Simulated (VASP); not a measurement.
# Al (Fm-3m) in VASP: settings compared

The runs below take Al through relaxation of the atoms, relaxation of cell and atoms, with PBE, r2SCAN.

Everything below comes from runs of VASP 6.6.1. Logs are shortened: lines on timing, memory, paths and dates and some standing lists are left out, and cuts for length are marked.

### 1 The crystal as given

Symmetry: Fm-3m, No. 225, cubic system. Conventional cell: a = 4.050 Å, b = 4.050 Å, c = 4.050 Å, α = 90.00°, β = 90.00°, γ = 90.00°. Around Al (site symmetry m-3m) lie 12 Al at 2.86 Å.

### 2 Relaxation of the atoms, PBE (a relaxed cell with its volume scaled by 1.02)

INCAR

```
SYSTEM = Al
  PREC = Accurate
  ENCUT = 300
  EDIFF = 1E-7
  ISMEAR = 1
  SIGMA = 0.1
  LREAL = .False.
  LASPH = .True.
  NELM = 80
  ALGO = Fast
  ISIF = 2
  LWAVE = .False.
  LCHARG = .False.
  GGA = PE
  IBRION = 2
  NSW = 40
  EDIFFG = -0.01
```

KPOINTS

```
regular mesh
0
Gamma
  8 8 8
  0 0 0
```

POSCAR

```
Al                                      
1.0
    0.0000000000      2.0340771222      2.0340771222
    2.0340771222      0.0000000000      2.0340771222
    2.0340771222      2.0340771222      0.0000000000
  Al            
     1
Direct
     0.0000000000000000    0.0000000000000000    0.0000000000000000
```

Potentials or basis: VASP PAW PBE potentials, release 64 (Al).

Started as:

```sh
$ cat potpaw_PBE.64/Al/POTCAR > POTCAR
$ mpirun -np 1 vasp_std > vasp.out
```

OUTCAR:

```text
SYSTEM = Al
   PREC = Accurate
   ENCUT = 300
   EDIFF = 1E-7
   ISMEAR = 1
   LREAL = .False.
   LASPH = .True.
   NELM = 80
   ISIF = 2
   GGA = PE
   IBRION = 2
   NSW = 40
   EDIFFG = -0.01

 ion  position               nearest neighbor table
   1  0.000  0.000  0.000-

  LATTYP: Found a face centered cubic cell.
 ALAT       =     4.0681542444

  Lattice vectors:

 A1 = (   0.0000000000,   2.0340771222,   2.0340771222)
 A2 = (   2.0340771222,   0.0000000000,   2.0340771222)
 A3 = (   2.0340771222,   2.0340771222,   0.0000000000)

Analysis of symmetry for initial positions (statically):
=====================================================================
 Subroutine PRICEL returns:
 Original cell was already a primitive cell.

 Routine SETGRP: Setting up the symmetry group for a
 face centered cubic supercell.

 Subroutine GETGRP returns: Found 48 space group operations
 (whereof 48 operations were pure point group operations)
 out of a pool of 48 trial point group operations.

The static configuration has the point symmetry O_h .

Analysis of symmetry for dynamics (positions and initial velocities):
=====================================================================
 Subroutine PRICEL returns:
 Original cell was already a primitive cell.

 Routine SETGRP: Setting up the symmetry group for a
 face centered cubic supercell.

 Subroutine GETGRP returns: Found 48 space group operations
 (whereof 48 operations were pure point group operations)
 out of a pool of 48 trial point group operations.

The dynamic configuration has the point symmetry O_h .

 Subroutine INISYM returns: Found 48 space group operations
 (whereof 48 operations are pure point group operations),
 and found     1 'primitive' translations

----------------------------------------------------------------------------------------

                                     Primitive cell

  volume of cell :      16.8319

  direct lattice vectors                    reciprocal lattice vectors
     0.000000000  2.034077122  2.034077122    -0.245811722  0.245811722  0.245811722
     2.034077122  0.000000000  2.034077122     0.245811722 -0.245811722  0.245811722
     2.034077122  2.034077122  0.000000000     0.245811722  0.245811722 -0.245811722

  length of vectors
     2.876619453  2.876619453  2.876619453     0.425758392  0.425758392  0.425758392

  position of ions in fractional coordinates (direct lattice)
     0.000000000  0.000000000  0.000000000

  ion indices of the primitive-cell ions
   primitive index   ion index
                 1           1

----------------------------------------------------------------------------------------

 KPOINTS: regular mesh

Automatic generation of k-mesh.
 Grid dimensions read from file:
 generate k-points for:    8    8    8

 Generating k-lattice:

  Cartesian coordinates                     Fractional coordinates (reciprocal lattice)
    -0.030726465  0.030726465  0.030726465     0.125000000  0.000000000  0.000000000
     0.030726465 -0.030726465  0.030726465     0.000000000  0.125000000  0.000000000
     0.030726465  0.030726465 -0.030726465     0.000000000  0.000000000  0.125000000

  Length of vectors
     0.053219799  0.053219799  0.053219799

  Shift w.r.t. Gamma in fractional coordinates (k-lattice)
     0.000000000  0.000000000  0.000000000

 Subroutine IBZKPT returns following result:
 ===========================================

 Found     29 irreducible k-points:

 Following reciprocal coordinates:
            Coordinates               Weight
  0.000000  0.000000  0.000000      1.000000
  0.125000  0.000000  0.000000      8.000000
  0.250000  0.000000  0.000000      8.000000
  0.375000  0.000000  0.000000      8.000000
  0.500000  0.000000  0.000000      4.000000
  0.125000  0.125000  0.000000      6.000000
[... 16 lines left out ...]
  0.500000  0.250000  0.125000     48.000000
 -0.375000  0.250000  0.125000     24.000000
 [... further k-points ...]
   k-points           NKPTS =     29   k-points in BZ     NKDIM =     29   number of bands    NBANDS=      5
   number of dos      NEDOS =    301   number of ions     NIONS =      1
   total plane-waves  NPLWV =   4096
   dimension x,y,z NGX =    16 NGY =   16 NGZ =   16
   dimension x,y,z NGXF=    32 NGYF=   32 NGZF=   32
   ions per type =               1
   NGX,Y,Z   is equivalent  to a cutoff of   9.25,  9.25,  9.25 a.u.
   NGXF,Y,Z  is equivalent  to a cutoff of  18.49, 18.49, 18.49 a.u.
 SYSTEM =  Al
   PREC   = accura    normal or accurate (medium, high low for compatibility)
   ISTART =      0    job   : 0-new  1-cont  2-samecut
   ICHARG =      2    charge: 1-file 2-atom 10-const
   ISPIN  =      1    spin polarized calculation?
   LNONCOLLINEAR =      F non collinear calculations
   LSORBIT =      F    spin-orbit coupling
   LASPH  =      T    aspherical Exc in radial PAW
   ENCUT  =  300.0 eV  22.05 Ry    4.70 a.u.   4.06  4.06  4.06*2*pi/ulx,y,z
   NELM   =     80;   NELMIN=  2; NELMDL= -5     # of ELM steps
   EDIFF  = 0.1E-06   stopping-criterion for ELM
   LREAL  =      F    real-space projection
   EDIFFG = -.1E-01   stopping-criterion for IOM
   NSW    =     40    number of steps for IOM
   IBRION =      2    ionic relax: 0-MD 1-quasi-New 2-CG
   NFREE  =      1    steps in history (QN), initial steepest desc. (CG)
   ISIF   =      2    stress and relaxation
   ISYM   =      2    0-nonsym 1-usesym 2-fastsym
   POTIM  = 0.5000    time-step for ionic-motion
   TEBEG  =    0.0;   TEEND  =   0.0 temperature during run
   PSTRESS=    0.0 pullay stress
   NELECT =       3.0000    total number of electrons
   NUPDOWN=      -1.0000    fix difference up-down
   EMIN   =  10.00;   EMAX   =-10.00  energy-range for DOS
   EFERMI =   0.00;   METHOD = LEGACY
   ISMEAR =     1;   SIGMA  =   0.10  broadening in eV -4-tet -1-fermi 0-gaus
   EFERMI_NEDOS =   21; number of points for ismear=-14 and -15
   IALGO  =     68    algorithm
   IMIX   =      4    mixing-type and parameters
     AMIX     =   0.40;   BMIX     =  1.00
     AMIX_MAG =   1.60;   BMIX_MAG =  1.00
  volume/ion in A,a.u.               =      16.83       113.59
  Fermi-wavevector in a.u.,A,eV,Ry     =   0.921307  1.741018 11.548722  0.848807
  Thomas-Fermi vector in A             =   2.046709
   LORBIT       =      0    0 simple, 1 ext, 2 COOP (PROOUT), +10 PAW based schemes
   GGA     = PE    functional components
   LHFCALC =     F    Hartree Fock is set to
   AEXX    =    0.0000 exact exchange contribution
   IVDW    =     0    specifies the selected vdW correction
   LEPSILON=     F    determine dielectric tensor
   LRPA    =     F    only Hartree local field effects (RPA)
 conjugate gradient relaxation of ions
 non-spin polarized calculation
 RMM-DIIS sequential band-by-band and
 Methfessel and Paxton  Order N= 1 SIGMA  =   0.10
  energy-cutoff  :      300.00
  volume of cell :       16.83
 maximum number of plane-waves:       210
   NGX =  9   NGY =  9   NGZ =  9

 number of electron       3.0000000 magnetization

 Free energy of the ion-electron system (eV)
  ---------------------------------------------------
  ext. energy  EPLUGINS =         0.00000000
  ---------------------------------------------------
  free energy    TOTEN  =        -3.73451994 eV

  energy without entropy =       -3.73345916  energy(sigma->0) =       -3.73416635

 E-fermi :   7.8886     XC(G=0): -10.1234

 val. band max:        7.4930533469   @ k =  -0.2500   0.3750   0.1250
 cond. band min:       7.9350313272   @ k =   0.5000   0.2500   0.1250
 fundamental gap:      0.4419779803
 Fermi energy:         7.8886249085

 k-point     1 :       0.0000    0.0000    0.0000
  band No.  band energies     occupation
      1      -3.2012      2.00000
      2      20.3473      0.00000
      3      20.3473      0.00000
      4      20.3473      0.00000
      5      21.6502      0.00000

 k-point     2 :       0.1250    0.0000    0.0000
  band No.  band energies     occupation
      1      -2.7824      2.00000
      2      16.0299      0.00000
      3      19.3523      0.00000
      4      19.3523      0.00000
      5      22.3233      0.00000

 k-point     3 :       0.2500    0.0000    0.0000
  band No.  band energies     occupation
      1      -1.5334      2.00000
      2      11.1997      0.00000
      3      18.5754      0.00000
      4      18.5754      0.00000
      5      21.9820      0.00000

 k-point     4 :       0.3750    0.0000    0.0000
  band No.  band energies     occupation
      1       0.5251      2.00000
      2       6.9413      2.00000
      3      18.4783      0.00000
      4      18.4784      0.00000
      5      20.4217      0.00000

 k-point     5 :       0.5000    0.0000    0.0000
  band No.  band energies     occupation
      1       3.2824      2.00000
      2       3.4449      2.00000
      3      18.9979      0.00000
      4      18.9980      0.00000
      5      19.1893      0.00000

 k-point     6 :       0.1250    0.1250    0.0000
  band No.  band energies     occupation
      1      -2.6430      2.00000
      2      17.5928      0.00000
      3      17.5928      0.00000
      4      17.9078      0.00000
      5      20.5085      0.00000

 k-point     7 :       0.2500    0.1250    0.0000
  band No.  band energies     occupation
      1      -1.6716      2.00000
      2      13.0448      0.00000
      3      16.5299      0.00000
      4      18.0628      0.00000
      5      19.2581      0.00000

 k-point     8 :       0.3750    0.1250    0.0000
  band No.  band energies     occupation
      1       0.1156      2.00000
      2       8.6235     -0.00000
      3      16.1829      0.00000
      4      16.9203      0.00000
      5      17.8776      0.00000

 k-point     9 :       0.5000    0.1250    0.0000
  band No.  band energies     occupation
      1       2.6874      2.00000
      2       4.8319      2.00000
      3      15.3000      0.00000
      4      16.5518      0.00000
      5      18.3135      0.00000

 k-point    10 :      -0.3750    0.1250    0.0000
  band No.  band energies     occupation
      1       1.7463      2.00000
      2       6.0148      2.00000
      3      14.4247      0.00000
      4      17.6363      0.00000
      5      19.4899      0.00000

 k-point    11 :      -0.2500    0.1250    0.0000
  band No.  band energies     occupation
      1      -0.5693      2.00000
      2      10.0115      0.00000
      3      14.3231      0.00000
      4      19.4115      0.00000
      5      21.3670      0.00000

 k-point    12 :      -0.1250    0.1250    0.0000
  band No.  band energies     occupation
      1      -2.0871      2.00000
      2      14.1953      0.00000
      3      15.3830      0.00000
      4      21.4360      0.00000
      5      21.6146      0.00000

 k-point    13 :       0.2500    0.2500    0.0000
  band No.  band energies     occupation
      1      -0.9818      2.00000
      2      15.2099      0.00000
      3      15.2099      0.00000
      4      15.2602      0.00000
      5      15.9683      0.00000

 k-point    14 :       0.3750    0.2500    0.0000
  band No.  band energies     occupation
      1       0.5239      2.00000
      2      10.9918      0.00000
      3      13.3178      0.00000
      4      14.6157      0.00000
      5      16.0977      0.00000

 k-point    15 :       0.5000    0.2500    0.0000
  band No.  band energies     occupation
      1       2.8157      2.00000
      2       7.0533      2.00000
      3      11.4058      0.00000
      4      14.7417      0.00000
      5      16.4314      0.00000

 k-point    16 :      -0.3750    0.2500    0.0000
  band No.  band energies     occupation
      1       3.7547      2.00000
      2       5.8451      2.00000
      3      10.2905      0.00000
      4      15.5867      0.00000
      5      17.4103      0.00000

 k-point    17 :      -0.2500    0.2500    0.0000
  band No.  band energies     occupation
      1       1.2047      2.00000
      2       9.0397     -0.00000
      3      10.4919      0.00000
      4      17.1513      0.00000
      5      19.1084      0.00000

 k-point    18 :       0.3750    0.3750    0.0000
  band No.  band energies     occupation
      1       1.7397      2.00000
      2      10.3541      0.00000
      3      13.6203      0.00000
      4      13.7770      0.00000
      5      13.7770      0.00000

 k-point    19 :       0.5000    0.3750    0.0000
  band No.  band energies     occupation
      1       3.7207      2.00000
      2       8.1654     -0.00064
      3       9.9846      0.00000
      4      13.6594      0.00000
      5      15.0467      0.00000

 k-point    20 :      -0.3750    0.3750    0.0000
  band No.  band energies     occupation
      1       5.9487      2.00000
      2       6.4726      2.00000
      3       7.3665      2.00000
      4      14.2618      0.00000
      5      15.9147      0.00000

 k-point    21 :       0.5000    0.5000    0.0000
  band No.  band energies     occupation
      1       4.9215      2.00000
      2       6.2001      2.00000
      3      13.0664      0.00000
      4      13.2996      0.00000
      5      13.2996      0.00000

 k-point    22 :       0.3750    0.2500    0.1250
  band No.  band energies     occupation
      1      -0.4322      2.00000
      2      11.6207      0.00000
      3      12.9707      0.00000
      4      16.4666      0.00000
      5      19.8325      0.00000

 k-point    23 :       0.5000    0.2500    0.1250
  band No.  band energies     occupation
      1       1.6098      2.00000
      2       7.9350      0.30055
      3      12.3167      0.00000
      4      14.3462      0.00000
      5      20.4256      0.00000

 k-point    24 :      -0.3750    0.2500    0.1250
  band No.  band energies     occupation
      1       4.3170      2.00000
      2       4.5267      2.00000
      3      12.7381      0.00000
      4      13.1357      0.00000
      5      20.9195      0.00000

 [... further k-points ...]
[... 5 lines left out ...]
  --------------------------------------------------------------------------------------
  -------------------------------------------------------------------------------------
  Total       -0.1630318     -0.1630318     -0.1630318      0.0000000      0.0000000      0.0000000
  in kB      -15.5185363    -15.5185363    -15.5185363      0.0000000      0.0000000      0.0000000
  external PRESSURE =     -15.5185363 kB  Pullay stress =       0.0000000 kB

 VOLUME and BASIS-vectors are now :
 -----------------------------------------------------------------------------
  energy-cutoff  :      300.00
  volume of cell :       16.83
      direct lattice vectors                 reciprocal lattice vectors
     0.000000000  2.034077122  2.034077122    -0.245811722  0.245811722  0.245811722
     2.034077122  0.000000000  2.034077122     0.245811722 -0.245811722  0.245811722
     2.034077122  2.034077122  0.000000000     0.245811722  0.245811722 -0.245811722

 POSITION                                       TOTAL-FORCE (eV/Angst)
 -----------------------------------------------------------------------------------
      0.00000      0.00000      0.00000         0.000000      0.000000      0.000000
 -----------------------------------------------------------------------------------
    total drift:                                0.000000     -0.000000     -0.000000

  FREE ENERGIE OF THE ION-ELECTRON SYSTEM (eV)
  ---------------------------------------------------
  free  energy   TOTEN  =        -3.7345199410 eV

  energy  without entropy=       -3.7334591578  energy(sigma->0) =       -3.73416635

 reached required accuracy - stopping structural energy minimisation
```

Run time: 0.9 s. Hardware: 1 thread of Intel Xeon 6975P-C (Granite Rapids), shared host; peak memory 0.11 GiB.

What came out:

```
Free energy             : -3.7345 eV
Pressure after relaxing : -1.6 GPa
Band gap on the k mesh  : none (metal or under the smearing width)
```

Final structure:
```
Al
1.0
     0.00000    2.03408    2.03408
     2.03408    0.00000    2.03408
     2.03408    2.03408    0.00000
Al
1
Direct
  0.00000 0.00000 0.00000
```

Caveat: the relaxation stopped at its first step, so nothing moved.

(Continued in part 2 of 2.)
